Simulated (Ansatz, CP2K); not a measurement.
Given: the input of a run of Ansatz 0.2.0 on Zn. This isn't the form of Zn at room conditions, which is hcp.

Contents of input.yaml:

```yaml
crystal:
  lattice:
    - [2.7176518, 0.0, 0.0]
    - [-0.9058839331, 2.562226689, 0.0]
    - [-0.9058839331, -1.2811133441, 2.2189534032]
  atoms:
    - { symbol: Zn, position: [0.0, 0.0, 0.0] }
kpoints:
  mp_grid: { grid: [12, 12, 12] }
scf:
  occupations: { method: gaussian, width: 0.02 }
hamiltonian:
  xc: lda
  pseudopotentials: { kind: all_electron, lapw: { basis_error: 0.001 } }
output:
  forces: true
  stress: true
  eigenvalues: true
```

Potentials or basis: all-electron LAPW, scalar-relativistic.

Launch:

```sh
$ ansatz run input.yaml --threads 1 --pin off --max-ram 3072MiB --backend cpu --events-out ev --progress --plain --runs-dir out
```

Q: Translate it to CP2K 2026.2. Potentials or basis there: GTH_POTENTIALS Zn GTH-PADE-q12; TZVP-MOLOPT-PBE-GTH basis.

A: As run (cutoffs and basis follow the program's own potentials, and thresholds, step limits or extra output files can differ):

File zn_scf.inp:

```
&GLOBAL
  PROJECT zn_scf
  RUN_TYPE ENERGY_FORCE
  PRINT_LEVEL LOW
&END GLOBAL
&FORCE_EVAL
  METHOD QS
  STRESS_TENSOR ANALYTICAL
  &DFT
    BASIS_SET_FILE_NAME BASIS_MOLOPT_UZH
    POTENTIAL_FILE_NAME GTH_POTENTIALS
    &MGRID
      CUTOFF 450
      REL_CUTOFF 60
      NGRIDS 4
    &END MGRID
    &QS
      METHOD GPW
      EPS_DEFAULT 1.0E-10
    &END QS
    &KPOINTS
      SCHEME MONKHORST-PACK 12 12 12
      GAMMA_CENTERED T
      SYMMETRY T
      SYMMETRY_BACKEND SPGLIB
    &END KPOINTS
    &SCF
      SCF_GUESS ATOMIC
      EPS_SCF 1.0E-6
      MAX_SCF 100
      ADDED_MOS 8
      CHOLESKY OFF
      EPS_EIGVAL 1.0E-7
      &DIAGONALIZATION ON
        ALGORITHM STANDARD
      &END DIAGONALIZATION
      &MIXING ON
        METHOD BROYDEN_MIXING
        ALPHA 0.4
        BETA 1.5
        NBUFFER 8
      &END MIXING
      &SMEAR ON
        METHOD GAUSSIAN
        SIGMA [eV] 0.02
      &END SMEAR
    &END SCF
    &XC
      &XC_FUNCTIONAL
        &LDA_X
        &END LDA_X
        &LDA_C_PW
        &END LDA_C_PW
      &END XC_FUNCTIONAL
    &END XC
    &PRINT
      &KPOINTS ON
      &END KPOINTS
      &MULLIKEN ON
      &END MULLIKEN
      &MO ON
        ENERGIES T
        OCCUPATION_NUMBERS T
        &EACH
          QS_SCF 0
        &END EACH
        ADD_LAST NUMERIC
      &END MO
      &E_DENSITY_CUBE ON
        STRIDE 1
      &END E_DENSITY_CUBE
      &V_HARTREE_CUBE ON
        STRIDE 1
      &END V_HARTREE_CUBE
      &ELF_CUBE ON
        STRIDE 1
      &END ELF_CUBE
    &END PRINT
  &END DFT
  &SUBSYS
    &CELL
      ABC 2.7176518030 2.7176518030 2.7176518030
      ALPHA_BETA_GAMMA 109.4712206338 109.4712206341 109.4712206341
      PERIODIC XYZ
    &END CELL
    &COORD
      SCALED
      Zn  0.0000000000 0.0000000000 0.0000000000
    &END COORD
    &KIND Zn
      BASIS_SET TZVP-MOLOPT-PBE-GTH-q12
      POTENTIAL GTH-PADE-q12
    &END KIND
    &PRINT
      &ATOMIC_COORDINATES ON
      &END ATOMIC_COORDINATES
      &CELL ON
      &END CELL
      &SYMMETRY ON
      &END SYMMETRY
    &END PRINT
  &END SUBSYS
  &PRINT
    &FORCES ON
    &END FORCES
    &STRESS_TENSOR ON
    &END STRESS_TENSOR
  &END PRINT
&END FORCE_EVAL
```

Potentials or basis: GTH_POTENTIALS Zn GTH-PADE-q12; TZVP-MOLOPT-PBE-GTH basis.

Command:

```bash
$ OMP_NUM_THREADS=1 cp2k.psmp -i zn_scf.inp -o zn_scf.out
```

Both were run:

|  | Ansatz | CP2K |
| --- | --- | --- |
| Pressure | -8.3 GPa | -7.8 GPa |

Where Ansatz's input types no cutoff or centring, it takes its own default and a Γ-centred mesh.

The two programs' LDA may be different fits to the electron gas.

Pressure is positive in compression.
